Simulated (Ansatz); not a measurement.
Lu under compression and expansion

```cif
data_structure
_symmetry_space_group_name_H-M 'P 1'
_symmetry_Int_Tables_number 1
_cell_length_a 3.3774
_cell_length_b 3.3774
_cell_length_c 3.3774
_cell_angle_alpha 109.471
_cell_angle_beta 109.471
_cell_angle_gamma 109.471
_cell_volume 29.66
loop_
_atom_site_label
_atom_site_type_symbol
_atom_site_fract_x
_atom_site_fract_y
_atom_site_fract_z
_atom_site_occupancy
Lu1 Lu 0.00000 0.00000 0.00000 1
```

The runs use the primitive cell with vectors (-1.950, 1.950, 1.950), (1.950, -1.950, 1.950), (1.950, 1.950, -1.950) Å, to which the k mesh refers.

The cell was built from the bcc type and relaxed in the same program, and has space group Im-3m; it needn't be a known or the stable phase.

Spin–orbit coupling is left out, though it moves levels of the heavy atoms by tenths of an eV or more.

Methods: DFT, PBE, all-electron LAPW, scalar-relativistic (Ansatz 0.2.0); DFT, PBE, PAW with Ansatz's default frozen-core files, scalar-relativistic (Ansatz 0.2.0).

For LAPW: a Γ-centred 15×15×15 k mesh, Fermi–Dirac smearing of 0.08 eV, basis error target 0.5 meV/atom, no spin polarisation. PAW takes a cutoff of 420 eV at this cell. The Ansatz runs share mesh, smearing and spin set-up. Plane-wave (PAW) pressures include the program's estimate of the Pulay term.

The cell above is scaled evenly, with fractional coordinates and shape held.

```csv
V/V(cell),V (Å³/atom),"P, LAPW (GPa)","P, PAW (GPa)","free energy over the lowest listed, PAW (meV/atom)"
0.9405,27.893,2.90,2.90,15.2
0.9800,29.065,?,?,?
1.0000,29.658,-0.01,-0.01,0.0
1.0200,30.251,-0.83,-0.83,1.6
1.0600,31.437,-2.28,-2.28,13.3
```

(1) Fill in the row V/V(cell) = 0.9800.

(2) What do Birch–Murnaghan fits to the pressures give?

## Answers

(1) P, LAPW (GPa) = 0.89, P, PAW (GPa) = 0.89, free energy over the lowest listed, PAW (meV/atom) = 1.6.

(2) LAPW: V0 = 29.65 Å³/atom, B0 = 43 GPa, B0′ = 3.3; PAW: V0 = 29.65 Å³/atom, B0 = 43 GPa, B0′ = 3.3.
